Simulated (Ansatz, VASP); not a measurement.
## NiGe3 in VASP and in Ansatz

```
CELL_PARAMETERS angstrom
4.03526 0.00000 0.00000
0.00000 4.03526 0.00000
0.00000 0.00000 4.03526
ATOMIC_POSITIONS crystal
Ni 0.00000 0.00000 0.00000
Ge 0.00000 0.50000 0.50000
Ge 0.50000 0.00000 0.50000
Ge 0.50000 0.50000 0.00000
```

Alike in both runs: functional PBE; k mesh 12 × 12 × 12; occupations gaussian, width 0.1 eV; collinear spin.

Ansatz relaxed the structure, and its values are those at the end. VASP's run is a single point on that final structure, the one shown.

```csv
,VASP,Ansatz
version,VASP 6.6.1,Ansatz 0.2.0
potentials or method,"VASP PAW PBE potentials, release 64 (Ni, Ge_d)","scalar-relativistic, plane waves, PAW"
plane-wave cutoff (eV),520,420
valence electrons in the cell,52,60
```

```tsv
	VASP	Ansatz	Ansatz less VASP
gap on the k mesh at the Fermi level (eV)	none	none	-
pressure (GPa)	0.0	0.0	-0.02
net moment per atom (μB)	0.00	0.00	0.000
```

A gap of «none» marks a metal or a gap that the smearing closes. The two sets of potentials don't hold the same shells in valence. Ansatz warned: «seeded_moment_not_kept».
